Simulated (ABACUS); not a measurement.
# InAs (F-43m) in ABACUS: reference runs

Reference runs on InAs: the cell as given and a disturbed copy.

All numbers are computed with ABACUS 3.10.1; they aren't measurements. Logs are shortened: lines on timing, memory, paths and dates and some standing lists are left out, and cuts for length are marked.

**Measured values to compare with.**

A printed reference work, data compilation reports, for a bulk crystal of InAs at 4.2 K: band gap 0.418 eV (direct).

The results are compared with them further down.

## (1) Starting point

Symmetry: F-43m, No. 216, cubic system. Conventional cell: a = 6.036 Å, b = 6.036 Å, c = 6.036 Å, α = 90.00°, β = 90.00°, γ = 90.00°. In (site symmetry -43m) has 4 As at 2.61 Å as nearest neighbours. As (site symmetry -43m) has 4 In at 2.61 Å as nearest neighbours.

## (2) Single point, PBE

Contents of INPUT:

```
INPUT_PARAMETERS
suffix              InAs
calculation         scf
basis_type          pw
pseudo_dir          ./
symmetry            1
dft_functional      pbe
ecutwfc             84
pseudo_rcut         10
nspin               1
nbands              18
ks_solver           dav
smearing_method     fd
smearing_sigma      0.00367493
scf_thr             1e-08
scf_nmax            100
mixing_type         broyden
mixing_beta         0.7
cal_force           1
cal_stress          1
out_chg             1
out_pot             2
out_elf             1
```

Contents of STRU:

```
ATOMIC_SPECIES
In 114.8180 In.upf
As 74.9216 As.upf

LATTICE_CONSTANT
1.8897261246

LATTICE_VECTORS
0.0000000000 3.0180000000 3.0180000000
3.0180000000 0.0000000000 3.0180000000
3.0180000000 3.0180000000 0.0000000000

ATOMIC_POSITIONS
Direct

In
0.0
1
0.0000000000 0.0000000000 0.0000000000 1 1 1

As
0.0
1
0.7500000000 0.7500000000 0.7500000000 1 1 1
```

Contents of KPT:

```
K_POINTS
0
Gamma
8 8 8 0 0 0
```

Potentials or basis: PseudoDojo NC SR 0.4.1 PBE standard, plane waves.

Launch:

```console
OMP_NUM_THREADS=1 mpirun -np 4 abacus > log
```

running log:

```text
ABACUS v3.10.1

               Atomic-orbital Based Ab-initio Computation at UStc

 ------------------------------------------------------------------------------------

 READING GENERAL INFORMATION
                           global_out_dir = OUT.InAs/
                           global_in_card = INPUT
                               pseudo_dir = ./
                              orbital_dir =
                                    DSIZE = 4
                                    GSIZE = 1

 READING UNITCELL INFORMATION
                                    ntype = 2
                  lattice constant (Bohr) = 1.88973
              lattice constant (Angstrom) = 1

 READING ATOM TYPE 1
                               atom label = In
                      L=0, number of zeta = 1
                      L=1, number of zeta = 1
                      L=2, number of zeta = 1
             number of atom for this type = 1

 READING ATOM TYPE 2
                               atom label = As
                      L=0, number of zeta = 1
                      L=1, number of zeta = 1
                      L=2, number of zeta = 1
             number of atom for this type = 1

                        TOTAL ATOM NUMBER = 2
DIRECT COORDINATES
    atom                   x                   y                   z     mag                  vx                  vy                  vz
taud_In1            0.0000000000        0.0000000000        0.0000000000  0.0000        0.0000000000        0.0000000000        0.0000000000
taud_As1            0.7500000000        0.7500000000        0.7500000000  0.0000        0.0000000000        0.0000000000        0.0000000000

                          Volume (Bohr^3) = 371.009
                             Volume (A^3) = 54.9778

 Lattice vectors: (Cartesian coordinate: in unit of a_0)
                   +0              +3.018              +3.018
               +3.018                  +0              +3.018
               +3.018              +3.018                  +0
 Reciprocal vectors: (Cartesian coordinate: in unit of 2 pi/a_0)
            -0.165673           +0.165673           +0.165673
            +0.165673           -0.165673           +0.165673
            +0.165673           +0.165673           -0.165673
 The esolver type has been set to : ksdft_pw

                PAO radial cut off (Bohr) = 10

 Read in pseudopotential file is In.upf
                     pseudopotential type = NC
          exchange-correlation functional = PBE
                 nonlocal core correction = 1
                        valence electrons = 13
                                     lmax = 2
                           number of zeta = 3
                     number of projectors = 6
                           L of projector = 0
[... 5 lines left out ...]
                PAO radial cut off (Bohr) = 10

 Read in pseudopotential file is As.upf
                     pseudopotential type = NC
          exchange-correlation functional = PBE
                 nonlocal core correction = 1
                        valence electrons = 15
                                     lmax = 2
                           number of zeta = 3
                     number of projectors = 6
                           L of projector = 0
                           L of projector = 0
                           L of projector = 1
                           L of projector = 1
                           L of projector = 2
                           L of projector = 2
     initial pseudo atomic orbital number = 18

 SETUP THE ELECTRONS NUMBER
            electron number of element In = 13
      total electron number of element In = 13
            electron number of element As = 15
      total electron number of element As = 15
            AUTOSET number of electrons:  = 28
                           occupied bands = 14
                                   NBANDS = 18
                                   NLOCAL = 18

%%%%%%%%%%%%%%%%%%%%%%%%%%%%%%%%%%%%%%%%%%%%%%%%%%%%%%%%%%%%%%%%%%%%%%%%%%%%%%%%%%%%%%%%%%%%%%%%%%%%%%%%%%
 Warning: the number of valence electrons in pseudopotential > 3 for In: [Kr] 4d10 5s2 5p1
 Warning: the number of valence electrons in pseudopotential > 5 for As: [Ar] 3d10 4s2 4p3
 Pseudopotentials with additional electrons can yield (more) accurate outcomes, but may be less efficient.
 If you're confident that your chosen pseudopotential is appropriate, you can safely ignore this warning.
%%%%%%%%%%%%%%%%%%%%%%%%%%%%%%%%%%%%%%%%%%%%%%%%%%%%%%%%%%%%%%%%%%%%%%%%%%%%%%%%%%%%%%%%%%%%%%%%%%%%%%%%%%

 SETUP THE PLANE WAVE BASIS
 energy cutoff for charge/potential (unit:Ry) = 336
            fft grid for charge/potential = [ 48, 48, 48 ]
                        fft grid division = [ 1, 1, 1 ]
        big fft grid for charge/potential = [ 48, 48, 48 ]
                                     nbxx = 27648
                                     nrxx = 27648

 SETUP PLANE WAVES FOR CHARGE/POTENTIAL
                    number of plane waves = 38709
                         number of sticks = 1507

 PARALLEL PW FOR CHARGE/POTENTIAL
     PROC   COLUMNS(POT)             PW
        1            376           9675
        2            377           9678
        3            377           9678
        4            377           9678
 --------------- sum -------------------
        4           1507          38709
                            number of |g| = 371
                                  max |g| = 30.3843
                                  min |g| = 0.0823423

----------- Double Check Mixing Parameters Begin ------------
mixing_type: broyden
mixing_beta: 0.7
mixing_gg0: 1
mixing_gg0_min: 0.1
mixing_ndim: 8
----------- Double Check Mixing Parameters End ------------

 LATTICE VECTORS: (CARTESIAN COORDINATE: IN UNIT OF A0)
                   +0              +3.018              +3.018
               +3.018                  +0              +3.018
               +3.018              +3.018                  +0
                       right hand lattice = 1
                                   NORM_A = 4.2681
                                   NORM_B = 4.2681
                                   NORM_C = 4.2681
                           ALPHA (DEGREE) = 60
                           BETA  (DEGREE) = 60
                           GAMMA (DEGREE) = 60

 The lattice vectors have been changed (STRU_SIMPLE.cif)

(for optimal symmetric configuration:)
                             BRAVAIS TYPE = 3
                     BRAVAIS LATTICE NAME = 03. Cubic F (face-centered)
                                    ibrav = 3
                                    IBRAV = 3
                                  BRAVAIS = FACE CENTERED CUBIC
                       LATTICE CONSTANT A = 6.036
Original cell was already a primitive cell.
                        ROTATION MATRICES = 48
              PURE POINT GROUP OPERATIONS = 24
                   SPACE GROUP OPERATIONS = 24
                                       C2 = 3
                                       C3 = 8
                                       C4 = 0
                                       C6 = 0
                                       S1 = 6
                                       S3 = 0
                                       S4 = 6
                                       S6 = 0
                              POINT GROUP = T_d
                                       C2 = 3
                                       C3 = 8
                                       C4 = 0
                                       C6 = 0
                                       S1 = 6
                                       S3 = 0
                                       S4 = 6
                                       S6 = 0
               POINT GROUP IN SPACE GROUP = T_d

 SETUP K-POINTS
                                    nspin = 1
                   Input type of k points = Monkhorst-Pack(Gamma)
                                   nkstot = 512
                       right hand lattice = 1
(for reciprocal lattice: )
                             BRAVAIS TYPE = 2
                     BRAVAIS LATTICE NAME = 02. Cubic I (body-centered)
                                    ibrav = 2
                       right hand lattice = 1
(for k-lattice: )
                             BRAVAIS TYPE = 2
                     BRAVAIS LATTICE NAME = 02. Cubic I (body-centered)
                                    ibrav = 2
                       right hand lattice = 1
                        ROTATION MATRICES = 48
                               nkstot_ibz = 29
K-POINTS REDUCTION ACCORDING TO SYMMETRY
     IBZ    DIRECT_X    DIRECT_Y    DIRECT_Z  WEIGHT  ibz2bz
       1  0.00000000  0.00000000  0.00000000  0.0020       0
       2  0.12500000  0.12500000  0.12500000  0.0156       1
       3  0.25000000  0.25000000  0.25000000  0.0156       2
       4  0.37500000  0.37500000  0.37500000  0.0156       3
       5  0.50000000  0.50000000  0.50000000  0.0078       4
       6  0.12500000  0.12500000  0.00000000  0.0117       9
[... 21 lines left out ...]
      28 -0.12500000  0.50000000  0.37500000  0.0234     101
      29  0.50000000  0.25000000 -0.25000000  0.0117     166

                               nkstot now = 29
[... K-POINTS DIRECT COORDINATES: 29 rows ...]

           k-point number in this process = 29
       minimum distributed K point number = 29
[... stars of the k points ...]

[... K-POINTS CARTESIAN COORDINATES: 29 rows ...]

[... K-POINTS DIRECT COORDINATES: 29 rows ...]

 SETUP PLANE WAVES FOR WAVE FUNCTIONS
     energy cutoff for wavefunc (unit:Ry) = 84
              fft grid for wave functions = [ 48, 48, 48 ]
                    number of plane waves = 6183
                         number of sticks = 439

 PARALLEL PW FOR WAVE FUNCTIONS
     PROC   COLUMNS(POT)             PW
        1            110           1546
        2            109           1546
        3            110           1545
        4            110           1546
 --------------- sum -------------------
        4            439           6183

 SETUP NONLOCAL PSEUDOPOTENTIALS IN PLANE WAVE BASIS
 In non-local projectors:
 projector 1 L=0
 projector 2 L=0
 projector 3 L=1
 projector 4 L=1
 projector 5 L=2
 projector 6 L=2
 As non-local projectors:
 projector 1 L=0
 projector 2 L=0
 projector 3 L=1
 projector 4 L=1
 projector 5 L=2
 projector 6 L=2
      TOTAL NUMBER OF NONLOCAL PROJECTORS = 36

 Init Non-Local PseudoPotential table :
 Init Non-Local-Pseudopotential done.

                                     npwx = 1226

 Make real space PAO into reciprocal space.
       max mesh points in Pseudopotential = 1001
     dq(describe PAO in reciprocal space) = 0.01
                                    max q = 1104

 number of pseudo atomic orbitals for In is 3
WARNING: norm of atomic wavefunction # 2 of atomic type In is 0.999992, renormalized
WARNING: norm of atomic wavefunction # 3 of atomic type In is 0.998067, renormalized

 number of pseudo atomic orbitals for As is 3
WARNING: norm of atomic wavefunction # 3 of atomic type As is 0.99996, renormalized

 -------------------------------------------
 SELF-CONSISTENT
 -------------------------------------------
                                 init_chg = atomic

 PW ALGORITHM --------------- ION=   1  ELEC=   1--------------------------------
 Notice: Threshold on eigenvalues was too large.
 hsover_error=0.28 > DRHO=0.0727002
 Origin diag ethr = 0.01
 New diag ethr = 0.000259644

 Density error is 0.0709965760004
                          Error Threshold = 0.000259643633614
----------------------------------------------------------
     Energy           Rydberg                 eV
----------------------------------------------------------
 E_KohnSham     -345.0540827429      -4694.7016434672
 E_Harris       -343.9401311580      -4679.5455546160
 E_Fermi        0.5671743930         7.7168035051
----------------------------------------------------------
[... 63 lines left out ...]
 Density error is 4.94762173964e-09
                          Error Threshold = 1.59875795913e-10
----------------------------------------------------------
     Energy           Rydberg                 eV
----------------------------------------------------------
 E_KohnSham     -345.0699824351      -4694.9179698769
 E_KS(sigma->0) -345.0699622714      -4694.9176955355
 E_Harris       -345.0698665431      -4694.9163930862
 E_band         -22.3543468891       -304.1464927601
 E_one_elec     -176.2015457182      -2397.3450181746
 E_Hartree      104.5812175753       1422.9004628024
 E_xc           -87.6597835563       -1192.6725418118
 E_Ewald        -185.7898304086      -2527.8003240101
 E_entropy(-TS) -0.0000403274        -0.0005486829
 E_descf        0.0000000000         0.0000000000
 E_exx          0.0000000000         0.0000000000
 E_Fermi        0.6042254619         8.2209091585
----------------------------------------------------------

 charge density convergence is achieved
 final etot is -4694.9179699 eV
 EFERMI = 8.2209091585 eV
The vacuum level is 10.683966001 eV

 STATE ENERGY(eV) AND OCCUPATIONS    NSPIN == 1
 1/29 kpoint (Cartesian) = 0.0000 0.0000 0.0000 (1226 pws)
       1       -26.8781     0.00390625
       2       -26.8781     0.00390625
       3       -26.8781     0.00390625
       4       -26.8696     0.00390625
       5       -26.8696     0.00390625
       6       -6.27524     0.00390625
[... 98 lines left out ...]
       5       -26.8695      0.0234375
       6       -6.30799      0.0234375
[... 10 lines left out ...]
      17        12.8630    1.11934e-42
      18        12.8630    1.11934e-42

[... levels at 23 further k points ...]

------------------------------------------------------------------------------------------
 TOTAL-FORCE (eV/Angstrom)
------------------------------------------------------------------------------------------
                       In1         0.0000000000         0.0000000000         0.0000000000
                       As1         0.0000000000         0.0000000000         0.0000000000
------------------------------------------------------------------------------------------

----------------------------------------------------------------
 TOTAL-STRESS (KBAR)
----------------------------------------------------------------
        43.5404195425        -0.0000000000        -0.0000000000
        -0.0000000000        43.5404195425         0.0000000000
        -0.0000000000         0.0000000000        43.5404195425
----------------------------------------------------------------
 TOTAL-PRESSURE: 43.540420 KBAR

 --------------------------------------------
 !FINAL_ETOT_IS -4694.9179698769412425 eV
 --------------------------------------------
```

It took 5.5 s on 4 MPI ranks of AMD EPYC 9R45 (Zen 5), shared host; peak memory 0.28 GiB.

Results:

| Item | Value |
| --- | --- |
| Free energy | -4694.9180 eV |
| Pressure | 4.4 GPa |
| Band gap on the k mesh | none (metal or under the smearing width) |

Caveat: this crystal is a semiconductor, whose small gap the functional closes, so the metal is an error of the method.

## (3) Single point, PBE (atoms moved at random, drawn with an rms of 0.05 Å)

Edit INPUT of step 2 so:

```diff
@@ -20,4 +20,2 @@
 cal_stress          1
-out_chg             1
-out_pot             2
-out_elf             1
+kpar                4
```

Edit STRU of step 2 so:

```diff
@@ -18,3 +18,3 @@
 1
-0.0000000000 0.0000000000 0.0000000000 1 1 1
+0.0064250000 -0.0047280000 -0.0040950000 1 1 1
 
@@ -23,2 +23,2 @@
 1
-0.7500000000 0.7500000000 0.7500000000 1 1 1
+0.7592530000 0.7470640000 0.7471870000 1 1 1
```

KPT is that of step 2.

Potentials or basis: PseudoDojo NC SR 0.4.1 PBE standard, plane waves.

Launch:

```console
OMP_NUM_THREADS=1 mpirun -np 4 abacus > log
```

Wall time 39 s (4 MPI ranks of AMD EPYC 9R45 (Zen 5), shared host); peak memory 0.8 GiB.

Results (log left out):

```yaml
Free_energy: -4694.9162 eV
Pressure: 4.4 GPa
Largest_force: 0.174 eV/Å
Band_gap_on_the_k_mesh: none (metal or under the smearing width)
```

Forces in eV/Å, atoms in the order of the input:
```
In   0.079  0.103  0.115
As  -0.079 -0.103 -0.115
```

Stress tensor (GPa, compression positive):
```
4.37 0.38 0.34
0.38 4.36 0.26
0.34 0.26 4.36
```

Levels at points of the mesh, in eV from the Fermi level:
| k point | band 11 | band 12 | band 13 | band 14 | band 15 | band 16 |
| --- | --- | --- | --- | --- | --- | --- |
| (0.00, 0.00, 0.00) | -11.95 | -0.22 | -0.10 | -0.04 | -0.03 | 3.85 |
| (0.50, 0.00, 0.00) | -10.48 | -5.81 | -1.09 | -1.01 | 0.90 | 4.57 |
| (0.00, 0.50, 0.00) | -10.48 | -5.82 | -1.09 | -1.01 | 0.90 | 4.57 |
| (0.50, 0.50, 0.00) | -9.93 | -5.91 | -2.40 | -2.38 | 1.49 | 2.01 |
| (0.00, 0.00, 0.50) | -10.48 | -5.83 | -1.09 | -1.01 | 0.91 | 4.57 |
| (0.50, 0.00, 0.50) | -9.93 | -5.91 | -2.40 | -2.38 | 1.49 | 2.01 |
| (0.00, 0.50, 0.50) | -9.93 | -5.91 | -2.40 | -2.38 | 1.49 | 2.01 |
| (0.50, 0.50, 0.50) | -10.46 | -5.90 | -1.05 | -1.04 | 0.96 | 4.65 |

## (4) Comparison with measurements

Step 2. A measured gap of InAs is 0.418 eV (direct; 4.2 K; a printed reference work, data compilation); the calculated 0.00 eV misses it by -0.42 eV. Spin-orbit coupling on As, In is left out. The value is that of PBE on a finite k mesh, which can miss the band edges, without temperature or zero-point motion. Semilocal functionals fall short of measured gaps as a rule.
